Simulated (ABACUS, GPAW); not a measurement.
## GaSb: energy against volume and a worked fit

It takes space group F-43m (No. 216, cubic). Conventional cell: a = 6.118 Å, b = 6.118 Å, c = 6.118 Å, α = 90.00°, β = 90.00°, γ = 90.00°. Sb (site symmetry -43m) is surrounded by 4 Ga at 2.65 Å. Ga (site symmetry -43m) has 4 Sb at 2.65 Å as nearest neighbours.

The cell was scaled at fixed shape and fractions and run with GPAW, GPAW PAW data sets (gpaw-data 1.2.1), cutoff 600 eV; PBE, k mesh 6 × 6 × 6 on the cell of 2 atoms, fermi-dirac occupations of 0.05 eV, no spin polarisation, no spin-orbit coupling. Energies are those that the program minimises, any entropy of the smearing included. For a metal such a mesh isn't converged to the digits shown.

```csv
V (Å³/atom),energy over the lowest row (meV/atom)
26.9071,55.73
27.4796,35.62
28.0520,20.58
28.6245,?
29.1970,3.24
29.7695,0.00
30.3420,0.03
```

**Question.** Fit the third-order Birch-Murnaghan form, give V0, B0 and B′, and predict the energy left open.

**Answer.** With y = (V0/V)^(2/3), E = E0 + (9 V0 B0/16) [(y - 1)³ B′ + (y - 1)² (6 - 4y)]. Least squares through the rows shown give V0 = 30.0583 Å³/atom, E0 = -0.34 meV, B0 = 43.56 GPa (1 eV/Å³ = 160.218 GPa) and B′ = 5.00, with a largest miss of 0.04 meV. At V = 28.6245 the form with these constants gives 9.91 meV; the run gave 9.99 meV an atom. Other set-ups at this level, from all their volumes (Å³/atom, GPa): ABACUS, SG15 ONCV 1.2 PBE, plane waves: V0 30.093, B0 43.78; GPAW, PAW data sets generated for this functional: V0 30.063, B0 43.38. Measured volume: 28.32 Å³/atom at 300 K (a printed reference work), so the fit lies +6.1 % from it. The runs are for a static lattice.
